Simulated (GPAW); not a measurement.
# GaN (F-43m) in GPAW: notebook, part 2 of 2

GPAW 26.7.0. Earlier steps stand in the parts before.

## 3. Relaxation of cell and atoms, PBEsol+D4

The input, run.py:

```python
from ase import Atoms
from ase.calculators.mixing import SumCalculator
from ase.filters import FrechetCellFilter
from ase.io import write
from ase.optimize import BFGS
from dftd4.ase import DFTD4
from gpaw import GPAW, PW, setup_paths

setup_paths.insert(0, '.')

atoms = Atoms(['Ga', 'N'],
              cell=[[0.0, 2.2535006075, 2.2535006075],
                    [2.2535006075, 0.0, 2.2535006075],
                    [2.2535006075, 2.2535006075, 0.0]],
              scaled_positions=[[0.0, 0.0, 0.0],
                                [0.25, 0.25, 0.25]],
              pbc=True)

calc = GPAW(mode=PW(800),
            xc='PBEsol',
            kpts={'size': (10, 10, 10), 'gamma': True},
            occupations={'name': 'fermi-dirac', 'width': 0.05},
            nbands=11,
            convergence={'density': 1e-05, 'forces': 0.0001},
            maxiter=150,
            txt='gpaw.txt')
atoms.calc = SumCalculator([calc, DFTD4(method='pbesol')])
opt = BFGS(FrechetCellFilter(atoms), trajectory='relax.traj', logfile='-')
done = opt.run(fmax=0.02, steps=60)
calc.write('gs.gpw')
write('result.traj', atoms)
print('Converged:', done)
print('Cell:', atoms.cell.cellpar().round(4))
print('Volume:', round(atoms.get_volume(), 4))
print(atoms.get_scaled_positions().round(5))
```

Potentials or basis: PAW data sets generated in the run's folder for this functional, pw.

Started as:

```
gpaw-setup -f PBEsol Ga N
OMP_NUM_THREADS=1 python run.py
```

It took 81 s on 1 thread of Arm Neoverse V1, shared host; peak memory 0.23 GiB.

It converged, with:

```yaml
Free_energy: -13.4802 eV
Relaxed_volume: 11.63 Å³/atom
Relaxed_cell: a = 3.204 Å, b = 3.204 Å, c = 3.204 Å, α = 60.00°, β = 60.00°, γ = 60.00°
Space_group_after_relaxing_to_0.05_Å: F-43m (No. 216)
Energy_gained_by_relaxing: 2.8 meV/atom
Ionic_steps: 3
Pressure_after_relaxing: 0.0 GPa
Band_gap_on_the_k_mesh: 1.69 eV, direct
Dispersion_energy_per_atom: -0.225 eV
```

Step by step:
```tsv
step	energy change (eV)	largest force (eV/Å)	pressure (GPa)	volume (Å³)
1	0.0000	0.0000	3.52	22.89
2	-0.0028	0.0000	2.33	23.01
3	-0.0056	0.0000	0.05	23.26
```

Final structure:
```yaml
crystal:
  lattice:
    - [0.00000, 2.26558, 2.26558]
    - [2.26558, 0.00000, 2.26558]
    - [2.26558, 2.26558, 0.00000]
  atoms:
    - { symbol: Ga, position: [0.00000, 0.00000, 0.00000] }
    - { symbol: N, position: [0.25000, 0.25000, 0.25000] }
```

Levels at points of the mesh, in eV from the valence-band top:
| k point | band 1 | band 2 | band 3 | band 4 | band 5 | band 6 | band 7 |
| --- | --- | --- | --- | --- | --- | --- | --- |
| (0.00, 0.00, 0.00) | -15.71 | 0.00 | 0.00 | 0.00 | 1.69 | 10.20 | 10.20 |
| (0.50, 0.00, 0.00) | -13.46 | -6.95 | -0.94 | -0.94 | 4.56 | 8.65 | 10.23 |
| (0.50, 0.50, 0.00) | -12.72 | -6.16 | -2.62 | -2.62 | 3.26 | 6.56 | 11.54 |
| (0.50, 0.50, 0.50) | -13.46 | -6.95 | -0.94 | -0.94 | 4.56 | 8.65 | 10.23 |

Caveat: the data sets keep Ga 3d, Li 1s and Be 1s frozen, and some such compounds lay over 1.5 % in volume off other programs; later steps reuse the first step's grids. Expect the measured gap to be larger: semilocal functionals such as PBEsol lack the derivative discontinuity.

## 4. Single point, PBE

The input, run.py:

```python
from ase import Atoms
from ase.dft.bandgap import bandgap
from ase.io import write
from ase.units import GPa
from gpaw import GPAW, PW

atoms = Atoms(['Ga', 'N'],
              cell=[[0.0, 2.2535006075, 2.2535006075],
                    [2.2535006075, 0.0, 2.2535006075],
                    [2.2535006075, 2.2535006075, 0.0]],
              scaled_positions=[[0.0, 0.0, 0.0],
                                [0.25, 0.25, 0.25]],
              pbc=True)

calc = GPAW(mode=PW(600),
            xc='PBE',
            kpts={'size': (8, 8, 8), 'gamma': True},
            occupations={'name': 'fermi-dirac', 'width': 0.05},
            nbands=11,
            maxiter=120,
            txt='gpaw.txt')
atoms.calc = calc
energy = atoms.get_potential_energy()
forces = atoms.get_forces()
stress = atoms.get_stress()
calc.write('gs.gpw')
write('result.traj', atoms)
print(f'Energy: {energy:.6f} eV')
print('Forces (eV/A):')
print(forces.round(4))
print('Stress (GPa):', (stress / GPa).round(3))
print('Fermi level:', round(calc.get_fermi_level(), 4), 'eV')
print(f'Gap: {bandgap(calc)[0]:.4f} eV, direct: {bandgap(calc, direct=True)[0]:.4f} eV')
```

Potentials or basis: GPAW PAW data sets (gpaw-data 1.2.1), pw.

Started as:

```
OMP_NUM_THREADS=1 python run.py
```

gpaw.txt:

```text
__  _  _
 | _ |_)|_||  |
 |__||  | ||/\| - 26.7.0

Input parameters:
  mode=PW(ecut=600.0),
  kpts=MonkhorstPack(size=(8, 8, 8), gamma=True),
  maxiter=120,
  nbands=11,
  occupations=Occupations(name='fermi-dirac', width=0.05),
  xc=XC(name='PBE')

Diagonalizing LCAO Hamiltonian
Converting LCAO to pw mode

           N
       Ga

Atoms  # Å, Bohr magnetons
|   | symbol |        x |        y |        z |    initial magnetic moments |
|---|--------|----------|----------|----------|-----------------------------|
| 0 |     Ga | 0.000000 | 0.000000 | 0.000000 | ( 0.0000,  0.0000,  0.0000) |
| 1 |      N | 1.126750 | 1.126750 | 1.126750 | ( 0.0000,  0.0000,  0.0000) |

Unit cell  # Å
| periodic |        x |        y |        z |  lengths |    angles |
|----------|----------|----------|----------|----------|-----------|
|      yes | 0.000000 | 2.253501 | 2.253501 | 3.186931 | 60.000000 |
|      yes | 2.253501 | 0.000000 | 2.253501 | 3.186931 | 60.000000 |
|      yes | 2.253501 | 2.253501 | 0.000000 | 3.186931 | 60.000000 |

Number of symmetries: 24
Symmetry operations  # r_c * U_cc + t_c -> r_c
|    | kind |            matrix            |
|----|------|------------------------------|
|  0 |  E   |  1, 0, 0,  0, 1, 0,  0, 0, 1 |
|  1 |  σ   |  1, 0, 0,  0, 0, 1,  0, 1, 0 |
|  2 |  σ   |  1, 0,-1,  0, 1,-1,  0, 0,-1 |
|  3 |  C3  |  1, 0,-1,  0, 0,-1,  0, 1,-1 |
|  4 |  C3  |  1,-1, 0,  0,-1, 1,  0,-1, 0 |
|  5 |  σ   |  1,-1, 0,  0,-1, 0,  0,-1, 1 |
|  6 |  σ   |  0, 1, 0,  1, 0, 0,  0, 0, 1 |
|  7 |  C3  |  0, 1, 0,  0, 0, 1,  1, 0, 0 |
|  8 |  C2  |  0, 1,-1,  1, 0,-1,  0, 0,-1 |
|  9 |  S4  |  0, 1,-1,  0, 0,-1,  1, 0,-1 |
| 10 |  C3  |  0, 0, 1,  1, 0, 0,  0, 1, 0 |
| 11 |  σ   |  0, 0, 1,  0, 1, 0,  1, 0, 0 |
| 12 |  S4  |  0, 0,-1,  1, 0,-1,  0, 1,-1 |
| 13 |  C3  |  0, 0,-1,  0, 1,-1,  1, 0,-1 |
| 14 |  S4  |  0,-1, 1,  1,-1, 0,  0,-1, 0 |
| 15 |  C2  |  0,-1, 1,  0,-1, 0,  1,-1, 0 |
| 16 |  C3  |  0,-1, 0,  1,-1, 0,  0,-1, 1 |
| 17 |  S4  |  0,-1, 0,  0,-1, 1,  1,-1, 0 |
| 18 |  S4  | -1, 1, 0, -1, 0, 1, -1, 0, 0 |
| 19 |  C3  | -1, 1, 0, -1, 0, 0, -1, 0, 1 |
| 20 |  C3  | -1, 0, 1, -1, 1, 0, -1, 0, 0 |
| 21 |  S4  | -1, 0, 1, -1, 0, 0, -1, 1, 0 |
| 22 |  σ   | -1, 0, 0, -1, 1, 0, -1, 0, 1 |
| 23 |  C2  | -1, 0, 0, -1, 0, 1, -1, 1, 0 |

BZ-sampling:
  Number of BZ points: 512
  Number of IBZ points: 29

  Monkhorst-Pack size: [8, 8, 8]
  Monkhorst-Pack shift: [0.0625, 0.0625, 0.0625]

K-points  # in reciprocal-cell coordinates
|     |                                coordinates |     weight |
[... 69 lines left out ...]
      type: gauss
      rc: 0.18  # [Å]
      lmax: 2
    cutoffs:
      filter: 1.11  # [Å]
      core: 0.96  # [Å]
    projectors
    | kind |    occ | energy [eV] | rcut [Å] |
    |------|--------|-------------|----------|
    |   2s |  2.000 |     -18.583 |    0.603 |
    |   2p |  3.000 |      -7.089 |    0.529 |
    |    s |        |       8.629 |    0.603 |
    |    p |        |      20.123 |    0.529 |
    |    d |        |       0.000 |    0.577 |

    Using partial waves for N as LCAO basis

Reference energy: -54366.393033  # eV

eigensolver:
  PPCG
  Converge bands: occupied
  niter=2

density mixing:
  MSR1-Mixer
  Pratt-step length: 0.05
  Maximum mixing coefficient: 0.75
  Old densities: 10
  SVD Regularization: 0.005
  Good broyden scale: 1.0
  Trust region scale: 1.0
  Backstep threshold: 4.0
  History deletion threshold: 6.0
  Fourier metric: weight=20.0, sigma=0.015

occupation numbers:
  Fermi-Dirac:
    width: 0.0500  # eV

poisson solver:
  ecut: 4800.0  # eV

xc functional:
  name: PBE with 2 nearest neighbor stencil

convergence criteria:
- Maximum [total energy] change in last 3 cyles: 0.0005 eV / valence electron
- Maximum integral of absolute [dens]ity change: 0.0001 electrons / valence electron
- Maximum integral of absolute [eigenst]ate change: 4e-08 eV^2 / valence electron
maximum number of iterations: 120

SCF iterations
|iter     | |      energy | eigst |  dens |
|---------|-|-------------|-------|-------|
|iter:   1| |  -13.683373 | -0.32 |       |
|iter:   2| |  -13.206661 | -2.06 | -0.57 |
|iter:   3| |  -11.920659 | -0.70 | -0.62 |
|iter:   4| |  -11.919030 | -3.24 | -1.30 |
|iter:   5| |  -11.919787c| -3.52 | -1.57 |
|iter:   6| |  -11.919814c| -5.55 | -2.84 |
|iter:   7| |  -11.919827c| -6.23 | -3.17 |
|iter:   8| |  -11.919827c| -8.37c| -4.37c|

Converged in 8 steps
Energy contributions relative to reference atoms: (reference = -54366.393033)

Energy contributions:
  Kinetic:          33.000006
  Coulomb:         -28.728974
  Zero:              0.055508
  External:          0.000000
  Xc:              -16.246368
  Entropy:          -0.000000
  Spinorbit:         0.000000
  ----------------------------
  Free energy:     -11.919827
  Extrapolated:    -11.919827

dipole moment: (-12.570911, -12.570911, -12.570911)  # |e|*Ang

Fermi level: 7.332
Eigenvalues  # (at kpt = [0.000, 0.000, 0.000])
| band index |      eig [eV] | occ [0-2] |
|------------|---------------|-----------|
|          0 |        -9.481 |     2.000 |
|          1 |         6.408 |     2.000 |
|          2 |         6.408 |     2.000 |
|          3 |         6.408 |     2.000 |
|          4 |         8.212 |     0.000 |
|          5 |        16.801 |     0.000 |
|          6 |        16.801 |     0.000 |
|          7 |        16.801 |     0.000 |
|          8 |        24.093 |     0.000 |
|          9 |        24.823 |     0.000 |
|         10 |        24.826 |     0.000 |

Gap: 1.804 eV
Transition (v -> c):
  (s=0, k=0, n=3, [0.00, 0.00, 0.00]) -> (s=0, k=0, n=4, [0.00, 0.00, 0.00])
No difference between direct/indirect transitions

Forces  # eV/Ang
|       x |       y |        z |
|---------|---------|----------|
| 0.00000 | 0.00000 | -0.00000 |  # Ga   0
| 0.00000 | 0.00000 |  0.00000 |  # N    1

Stress tensor  # eV/Ang^3
|         x |         y |         z |
|-----------|-----------|-----------|
| -0.043923 | -0.000000 | -0.000000 |
| -0.000000 | -0.043923 |  0.000000 |
| -0.000000 |  0.000000 | -0.043923 |

# Writing to gs.gpw (mode='')
```

stdout:

```text
Energy: -11.919827 eV
Forces (eV/A):
[[ 0.  0. -0.]
 [ 0.  0.  0.]]
Stress (GPa): [-7.037 -7.037 -7.037  0.    -0.    -0.   ]
Fermi level: 7.3319 eV
Gap: 1.8037 eV, direct: 1.8037 eV
```

It took 5.7 s on 1 thread of Arm Neoverse V1, shared host; peak memory 0.13 GiB.

Results:

| Quantity | Value |
| --- | --- |
| Free energy | -11.9198 eV |
| Pressure | 7.0 GPa |
| Band gap on the k mesh | 1.80 eV, direct |

Caveat: the cutoff is short for stress and forces, so pressures can be off by a GPa or more; the data sets keep Ga 3d, Li 1s and Be 1s frozen, and some such compounds lay over 1.5 % in volume off other programs.

## 5. The runs side by side

| task | level | potentials or basis | cell | k mesh | cutoff (eV) | maxiter | optimizer | fmax | max steps | convergence | gap on the mesh (eV) | pressure (GPa) | relaxed volume (Å³/atom) |
| --- | --- | --- | --- | --- | --- | --- | --- | --- | --- | --- | --- | --- | --- |
| relaxation of cell and atoms | PBEsol+D3(BJ)+ATM | PAW data sets generated in the run's folder for this functional, pw | relaxed | 10 × 10 × 10 | 800 | 150 | BFGS | 0.02 eV/Å | 60 | density=1e-05 forces=0.0001 | 1.67 | 0.1 | 11.66 |
| relaxation of cell and atoms | PBEsol+D4 | PAW data sets generated in the run's folder for this functional, pw | relaxed | 10 × 10 × 10 | 800 | 150 | BFGS | 0.02 eV/Å | 60 | density=1e-05 forces=0.0001 | 1.69 | 0.0 | 11.63 |
| single point | PBE | GPAW PAW data sets (gpaw-data 1.2.1), pw | as given | 8 × 8 × 8 | 600 | 120 | - | - | - | default | 1.80 | 7.0 | - |

Alike in all rows: no spin polarisation; smearing fermi-dirac 0.05 eV.

Caveats: the data sets keep Ga 3d, Li 1s and Be 1s frozen, and some such compounds lay over 1.5 % in volume off other programs; later steps reuse the first step's grids (some runs); the cutoff is short for stress and forces, so pressures can be off by a GPa or more (some runs).

Absolute energies hang on the potentials; compare differences alone.

## 6. Comparison with measurements

Step 4. Against the measured gap of GaN, 3.299 eV (direct; 0 K; a printed reference work, textbook), the calculated 1.80 eV is off by -1.50 eV. Spin-orbit coupling on Ga is left out. The value is that of PBE, without temperature or zero-point motion. Semilocal functionals fall short of measured gaps as a rule. The cell is a database's relaxed one, not the measured one, which moves gaps too.
